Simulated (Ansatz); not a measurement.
Frozen normal mode in WSe2

Method: Ansatz, DFT PBEsol, scalar-relativistic, plane waves, PAW. The runs took a 420 eV cutoff, a Γ-centred 12×12×2 mesh and Gaussian smearing (0.05 eV). Spin–orbit coupling is left out, which can shift energies with elements as heavy as these. No spin polarisation. Energies are free energies at this smearing, counted from the undisturbed cell; pressure is positive in compression.

Zero of the scan (as given, not relaxed at this level; it stands at -1.1 GPa; this form isn't the usual structure):

```
CELL_PARAMETERS angstrom
3.31794 0.00000 0.00000
-1.65897 2.87342 0.00000
0.00000 0.00000 16.65814
ATOMIC_POSITIONS crystal
W 0.00000 0.00000 0.00000
Se 0.33333 0.66667 0.09979
Se 0.33333 0.66667 0.90021
```

The cell holds layers and no dispersion correction was added, so their binding is poorly described.

A zone-centre mode of this cell is frozen in: each atom moves by x times its row below, so x is the largest displacement.
```
atom ux uy uz
  W1   0.000   0.000  0.000
 Se2  -0.707  -0.707  0.000
 Se3   0.707   0.707  0.000
```

| x (Å) | ΔE (meV/cell) |
| --- | --- |
| -0.3000 | 751.9 |
| -0.1500 | 189.1 |
| 0.0000 | 0.0 |
| 0.0375 | 11.8 |
| 0.0750 | 47.3 |
| 0.1125 | 106.4 |
| 0.1875 | 295.1 |
| 0.2250 | 424.5 |
| 0.2625 | 576.8 |

(1) Predict the force along the mode (eV/Å) at each point.

Results:

(1)
| x (Å) | force along the mode (eV/Å) |
| --- | --- |
| -0.3000 | 4.97 |
| -0.1500 | 2.52 |
| 0.0000 | 0.00 |
| 0.0375 | -0.63 |
| 0.0750 | -1.26 |
| 0.1125 | -1.89 |
| 0.1875 | -3.14 |
| 0.2250 | -3.76 |
| 0.2625 | -4.37 |